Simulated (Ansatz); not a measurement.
**Cadmium, simple cubic under revPBE: from relaxation to bulk modulus**

What does revPBE give for cadmium in the simple cubic structure? We relax it, solve it on a dense k-mesh, then scale the cell to 7 volumes from 88 to 112 % of the relaxed one and try a fit of the equation of state. Spin polarisation is left out. The k-meshes are 11×11×11 for the relaxation; 17×17×17 for the dense run; 17×17×17 for the volumes.

This is Cd in the simple cubic structure; at room conditions it is hcp.

Program: Ansatz 0.2.0. Level of theory: DFT revPBE, plane waves (420 eV) with PAW, scalar-relativistic; PAW files made under PBE, frozen cores solved again for the functional. These are calculated values, not measurements.

**1. Starting point**

It takes space group Pm-3m (No. 221, cubic). Conventional cell: a = 2.857 Å, b = 2.857 Å, c = 2.857 Å, α = 90.00°, β = 90.00°, γ = 90.00°. Around Cd (site symmetry m-3m) lie 6 Cd at 2.86 Å.

As a file:

```
Cd
1.0
     2.85668    0.00000    0.00000
     0.00000    2.85668    0.00000
     0.00000    0.00000    2.85668
Cd
1
Direct
  0.00000 0.00000 0.00000
```

**2. Geometry optimisation**

File input.yaml:

```yaml
crystal:
  lattice:
    - [2.856675876, 0.0, 0.0]
    - [0.0, 2.856675876, 0.0]
    - [0.0, 0.0, 2.856675876]
  atoms:
    - { symbol: Cd, position: [0.0, 0.0, 0.0] }
hamiltonian:
  xc: revpbe
  pseudopotentials:
    kind: paw
    azcp:
      Cd: "pseudopotentials/Cd.paw.azcp"
basis:
  ecutwfc: 420
  fft_grid_basis: typed
kpoints:
  mp_grid: { grid: [11, 11, 11], shift: [0, 0, 0] }
magnetization:
  spin_polarized: false
scf:
  occupations: { method: fermi_dirac, width: 0.1 }
relax:
  max_steps: 60
  f_tol: 0.01
  cell: {}
```

The runs that follow: Dense single point; At 88 % of the relaxed volume; At 92 % of the relaxed volume; At 96 % of the relaxed volume; At 100 % of the relaxed volume; At 104 % of the relaxed volume; At 108 % of the relaxed volume; At 112 % of the relaxed volume.

**Question.** What will these runs give? Wanted: space group; conventional cell; volume; shortest distance; gap on the mesh; relative to hcp; V₀, B₀, B₀′.

**Answer**, as computed:

| quantity | value |
| --- | --- |
| space group (spins left aside) | Pm-3m (No. 221) |
| conventional cell | a = 3.044 Å |
| volume | 28.208 Å³/atom |
| shortest distance | 3.044 Å |
| gap on the mesh | none (levels filled in part) |
| relative to hcp | +105 meV/atom |
| V₀, B₀, B₀′ | 28.381 Å³/atom, 24 GPa, 5.9 |

In words: From the guessed start the volume grew by 21.0 % in 5 steps. It lies 105 meV/atom above the element's reference form at the same level (hcp, from a run of its own). No gap shows: it is a metal or semimetal at this level. The fitted modulus is 24 GPa. Relaxation kept the symmetry; phonons were not checked.
